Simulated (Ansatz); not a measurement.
WC (Qusongite):

```xyz
2
Lattice="2.9065 0.0000 0.0000 -1.4532 2.5171 0.0000 0.0000 0.0000 2.8366" Properties=species:S:1:pos:R:3 pbc="T T T"
W     0.0000    0.0000    0.0000
C     1.4533    0.8390    1.4183
```

* Program: Ansatz 0.2.0
* Task: relaxation of cell and atoms
* Functional: PBEsol
* Dispersion: D4
* Potentials or basis: all-electron LAPW, scalar-relativistic
* Basis error allowed: 0.001 eV/atom
* k mesh: 10 × 10 × 9
* Occupations: fermi-dirac, width 0.05 eV
* Spin: no spin polarisation

At the start: volume 10.38 Å³/atom.

Task: How do energy, volume and symmetry change on relaxing?

Result: Over 5 steps the energy falls by 4.4 meV/atom and the volume is 10.19 Å³/atom (-1.8 %); space group P-6m2 (No. 187, to 0.05 Å).

The path:
```
step  energy change (eV)  largest force (eV/Å)  volume (Å³)
   1              0.0000                0.0000        20.75
   2             -0.0057                0.0000        20.16
   3             -0.0086                0.0000        20.38
   4             -0.0089                0.0000        20.38
   5             -0.0089                0.0000        20.38
```

Final structure:
```xyz
2
Lattice="2.8893 0.0000 0.0000 -1.4447 2.5022 0.0000 0.0000 0.0000 2.8183" Properties=species:S:1:pos:R:3 pbc="T T T"
W     0.0000    0.0000    0.0000
C     1.4447    0.8341    1.4091
```
